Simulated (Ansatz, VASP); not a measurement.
**Tl: VASP beside Ansatz**

The input INCAR:

```
SYSTEM = Tl
PREC = Accurate ; ENCUT = 520
EDIFF = 1E-6 ; ISMEAR = 0
SIGMA = 0.1 ; LREAL = .False.
LASPH = .True. ; NELM = 100
ALGO = Normal ; ISIF = 2
LWAVE = .False. ; LCHARG = .False.
GGA = PS ; NBANDS = 12
```

File KPOINTS:

```
regular mesh
0
Gamma
  6 6 6
  0 0 0
```

The input POSCAR:

```
Tl
1.0
    3.3535284639      0.0000000000      0.0000000000
   -1.6767642320      2.9042408421      0.0000000000
    0.0000000000      0.0000000000      3.1334531585
Tl
1
Direct
    0.0000000000      0.0000000000      0.0000000000
```

Input for Ansatz:

```yaml
crystal:
  lattice:
    - [3.3535284639, 0.0, 0.0]
    - [-1.676764232, 2.9042408421, 0.0]
    - [0.0, 0.0, 3.1334531585]
  atoms:
    - { symbol: Tl, position: [0.0, 0.0, 0.0] }
basis:
  ecutwfc: 420
kpoints:
  mp_grid: { grid: [6, 6, 6] }
hamiltonian:
  xc: pbesol
scf:
  occupations: { method: gaussian, width: 0.1 }
  lower_state_search: "off"
output:
  forces: true
  stress: true
  eigenvalues: true
```

Alike in both runs: task single point; functional PBEsol; k mesh 6 × 6 × 6; occupations gaussian, width 0.1 eV; no spin polarisation.

```csv
,VASP,Ansatz
version,VASP 6.6.1,Ansatz 0.2.0
potentials or method,"VASP PAW PBE potentials, release 64 (Tl_d)","scalar-relativistic, plane waves, PAW"
plane-wave cutoff (eV),520,420
valence electrons in the cell,13,13
```

|  | VASP | Ansatz | Ansatz less VASP |
| --- | --- | --- | --- |
| gap on the k mesh at the Fermi level (eV) | none | none | - |
| pressure (GPa) | -0.7 | -0.6 | +0.03 |
| largest component of the traceless stress (GPa) | 1.55 | 1.54 | -0.009 |

A gap of «none» marks a metal or a gap that the smearing closes.

Caveats: the k mesh is coarse (spacing up to 0.36 Å⁻¹), so the values aren't converged; the PAW data sets were made with another functional, which shifts forces and pressure a little (VASP). The runs have no spin-orbit coupling, so splittings on Tl are missing.
